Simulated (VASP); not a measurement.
**BaTiO3 in VASP 6.6.1, single-point calculation**

INCAR

```
GGA = AM
LWAVE = .FALSE.
NSW = 0
IBRION = -1
EDIFF = 1E-7
ENCUT = 520
ISMEAR = -1
ISIF = 2
NELM = 120
NBANDS = 28
LREAL = .FALSE.
SIGMA = 0.02
LCHARG = .FALSE.
LASPH = .TRUE.
PREC = Accurate
```

KPOINTS

```
KPOINTS created by Atomic Simulation Environment
0
Gamma
6 6 6
0 0 0
```

POSCAR

```
Ba Ti O
 1.0000000000000000
     3.9142145899999998    0.0000000000000000    0.0000000000000000
     0.0000000000000000    3.9142145899999998    0.0000000000000000
     0.0000000000000000    0.0000000000000000    3.9142145899999998
 Ba  Ti  O
   1   1   3
Cartesian
  0.0000000000000000  0.0000000000000000  0.0000000000000000
  1.9571072950000004  1.9571072950000004  1.9571072950000004
  1.9571072950000004  1.9571072950000004  0.0000000000000000
  1.9571072950000004  0.0000000000000000  1.9571072950000004
  0.0000000000000000  1.9571072950000004  1.9571072950000004
```

The recommended PBE PAW datasets give the neutral cell 40 valence electrons.

Command

```
mpirun -np 1 vasp_std
```

Predict the outcome of this run.

It converged. Results: gap between bands v and c on the k mesh 1.82 eV; least direct gap on the k mesh 1.89 eV; pressure 11.3 GPa. Band v is the last that the valence electrons fill when counted band by band, and c is the next.

OSZICAR

```
N       E                     dE             d eps       ncg     rms          rms(c)
DAV:   1     0.431774314992E+03    0.43177E+03   -0.20918E+04  1120   0.157E+03
DAV:   2    -0.487069952734E+01   -0.43665E+03   -0.41481E+03  1280   0.427E+02
DAV:   3    -0.484232087044E+02   -0.43553E+02   -0.43150E+02  1556   0.135E+02
DAV:   4    -0.505451733215E+02   -0.21220E+01   -0.21183E+01  1668   0.252E+01
DAV:   5    -0.505937111244E+02   -0.48538E-01   -0.48530E-01  1484   0.315E+00    0.243E+01
DAV:   6    -0.407355984800E+02    0.98581E+01   -0.48949E+01  1516   0.673E+01    0.977E+00
DAV:   7    -0.407326275178E+02    0.29710E-02   -0.74571E+00  1448   0.200E+01    0.720E+00
DAV:   8    -0.406447161505E+02    0.87911E-01   -0.92920E-01  1360   0.924E+00    0.231E+00
DAV:   9    -0.406540042330E+02   -0.92881E-02   -0.17099E-01  1376   0.295E+00    0.971E-01
DAV:  10    -0.406451323191E+02    0.88719E-02   -0.78765E-02  1440   0.217E+00    0.541E-01
DAV:  11    -0.406425793300E+02    0.25530E-02   -0.21172E-02  1672   0.118E+00    0.175E-01
DAV:  12    -0.406420495995E+02    0.52973E-03   -0.20185E-03  1368   0.439E-01    0.560E-02
DAV:  13    -0.406420868272E+02   -0.37228E-04   -0.39052E-04  1384   0.122E-01    0.609E-02
DAV:  14    -0.406420562364E+02    0.30591E-04   -0.11157E-04  1404   0.985E-02    0.218E-02
DAV:  15    -0.406420541001E+02    0.21363E-05   -0.16695E-05  1352   0.295E-02    0.372E-03
DAV:  16    -0.406420544598E+02   -0.35975E-06   -0.65933E-06  1384   0.217E-02    0.107E-02
DAV:  17    -0.406420540027E+02    0.45708E-06   -0.93771E-07  1280   0.102E-02    0.237E-03
DAV:  18    -0.406420539728E+02    0.29984E-07   -0.15769E-07   864   0.246E-03
   1 F= -.40642054E+02 E0= -.40642054E+02  d E =-.833270E-14
```

For comparison, a separate PBE run of the intended cell, on usual settings and not on those above, gives a gap of 1.87 eV on its mesh and a pressure of 17.8 GPa.
